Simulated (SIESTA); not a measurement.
Crystal: CdSe.

```xyz
2
Lattice="0.0000 3.0703 3.0703 3.0703 0.0000 3.0703 3.0703 3.0703 0.0000" Properties=species:S:1:pos:R:3 pbc="T T T"
Cd    0.0000    0.0000    0.0000
Se    1.5351    1.5351    1.5351
```

Measurements of this composition are mostly on another form, of space group No. 186.

Program: SIESTA 5.4.2. Alike in all runs: cell as given; smearing fermi-dirac 0.05 eV; grid cutoff 800 Ry.

**Question.** Order these runs on this cell by their pressure, lowest first.
A. level LDA; potentials or basis PseudoDojo 0.4 standard (PBE files, fully relativistic), TZP (energy shift 0.002 Ry); spin non-collinear, zero start, SOC; k mesh 6 × 6 × 6; energy shift 0.002 Ry
B. level APBE; potentials or basis PseudoDojo 0.4 standard (PBE files), DZP (energy shift 0.002 Ry); spin off; k mesh 8 × 8 × 8; energy shift 0.002 Ry
C. level BP86; potentials or basis PseudoDojo 0.4 standard (PBE files, fully relativistic), DZP (energy shift 0.02 Ry); spin non-collinear, ferromagnetic start, SOC; k mesh 6 × 6 × 6; energy shift 0.02 Ry
D. level PBEsol; potentials or basis PseudoDojo 0.4 standard (PBEsol files), DZP (energy shift 0.002 Ry); spin off; k mesh 8 × 8 × 8; energy shift 0.002 Ry

**Answer.** C (-4.5 GPa), A (-3.0 GPa), D (-0.6 GPa), B (2.9 GPa).

Caveats: semicore shells carry a single zeta, which can move pressures by several GPa and volumes by a few percent; the basis of atomic orbitals isn't converged, which shifts pressures, moduli and gaps; the potentials were made for another functional, which shifts forces and pressure (some runs).
